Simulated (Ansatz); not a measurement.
Pt:

```
CELL_PARAMETERS angstrom
0.00000 1.96090 1.96090
1.96090 0.00000 1.96090
1.96090 1.96090 0.00000
ATOMIC_POSITIONS crystal
Pt 0.00000 0.00000 0.00000
```

| Quantity | Value |
| --- | --- |
| Program | Ansatz 0.2.0 |
| Task | single point |
| Functional | PBEsol |
| Potentials or basis | all-electron LAPW, scalar-relativistic |
| Cutoff | 270 eV (chosen from the basis error) |
| Basis error allowed | 0.001 eV/atom |
| k mesh | 12 × 12 × 12 |
| Occupations | fermi-dirac, width 0.05 eV |
| Spin | no spin polarisation |

On this cell: pressure -0.6 GPa; band gap on the k mesh none (metal or under the smearing width).

The same run follows on a disturbed copy (cell strained at random at fixed volume):

```
Pt
1.0
    -0.01330    1.93575    1.94453
     1.97104    0.00303    1.92819
     2.00088    1.94926   -0.02681
Pt
1
Direct
  0.98674 0.01995 0.00694
```

**Question.** What does the disturbed cell give?

**Answer.** The energy (extrapolated to zero smearing) moves by +2.3 meV/atom; pressure -0.5 GPa; band gap on the k mesh none (metal or under the smearing width).

Stress tensor (GPa, compression positive):
```
-1.53 -0.58  1.33
-0.58 -0.06  0.59
 1.33  0.59  0.00
```
